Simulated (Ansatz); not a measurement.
**Li: relaxation of cell and atoms with PBEsol**

Li:

```
Li
1.0
    -1.75465    1.75465    1.75465
     1.75465   -1.75465    1.75465
     1.75465    1.75465   -1.75465
Li
1
Cartesian
  0.0000 0.0000 0.0000
```

```yaml
Program: Ansatz 0.2.0
Task: relaxation of cell and atoms
Functional: PBEsol
Potentials_or_basis: all-electron LAPW, scalar-relativistic
Basis_error_allowed: 0.001 eV/atom
k_mesh: 11 × 11 × 11
Occupations: fermi-dirac, width 0.05 eV
Spin: no spin polarisation
```

- Relaxed volume: 20.16 Å³/atom
- Relaxed cell: a = 2.970 Å, b = 2.970 Å, c = 2.970 Å, α = 109.47°, β = 109.47°, γ = 109.47°
- Space group after relaxing (to 0.05 Å): Im-3m (No. 229)
- Energy gained by relaxing: 3.7 meV/atom
- Ionic steps: 4
- Pressure after relaxing: 0.0 GPa

Step by step:
```tsv
step	energy change (eV)	largest force (eV/Å)	volume (Å³)
1	0.0000	0.0000	21.61
2	-0.0024	0.0000	21.02
3	-0.0037	0.0000	20.16
4	-0.0037	0.0000	20.16
```

Final structure:
```
CELL_PARAMETERS angstrom
-1.71460 1.71460 1.71460
1.71460 -1.71460 1.71460
1.71460 1.71460 -1.71460
ATOMIC_POSITIONS crystal
Li 0.00000 0.00000 0.00000
```

Run time: 1.8 s on 1 thread of Intel(R) Xeon(R) Processor @ 2.70GHz, with other jobs on the host, peak memory 0.22 GiB.

The cell as given is a measured one (21.61 Å³/atom); PBEsol puts the equilibrium volume -6.7 % from it, thermal expansion not counted.
